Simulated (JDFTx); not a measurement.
**Sn under changes of volume**

One of the cells (33.803 Å³/atom); the others are scaled copies at fixed shape and fractional positions:

```
Sn
1.0
     0.00000    3.23334    3.23334
     3.23334    0.00000    3.23334
     3.23334    3.23334    0.00000
Sn
2
Direct
  0.75000 0.75000 0.75000
  0.50000 0.50000 0.50000
```

This isn't the form of Sn at room conditions, which is tetragonal (white tin).

- Program: JDFTx 1.7.0 (patched build)
- Functional: PBEsol
- Potentials or basis: PseudoDojo-SR-PBEsol-0.4.1-standard with smoothed tails
- Cutoff: 980 eV
- Density cutoff: 7837 eV
- k mesh: 7 × 7 × 7
- Occupations: fermi-dirac, width 0.05 eV
- Spin: no spin polarisation

```tsv
volume (Å³/atom)	energy over the lowest point (meV/atom)	pressure (GPa)
31.775	?	?
32.451	29.25	3.9
33.127	15.33	2.7
33.803	6.13	1.7
34.479	1.19	0.7
35.155	0.00	-0.1
35.831	2.12	-0.8
```

Question: What does the run at 31.775 Å³/atom give?

Answer: Energy over the lowest point 48.45 meV/atom; pressure 5.2 GPa.

Worked out: A Birch-Murnaghan fit of order 3 (a polynomial in V^(-2/3)) to the other rows has its minimum at 35.05 Å³/atom with B0 = V·E''(V) = 42 GPa and B' = 5.2. It gives 48.55 meV/atom at 31.775 Å³/atom, against the run's 48.45, and -dE/dV = 5.3 GPa, against 5.2.

Energies are extrapolated to zero smearing.
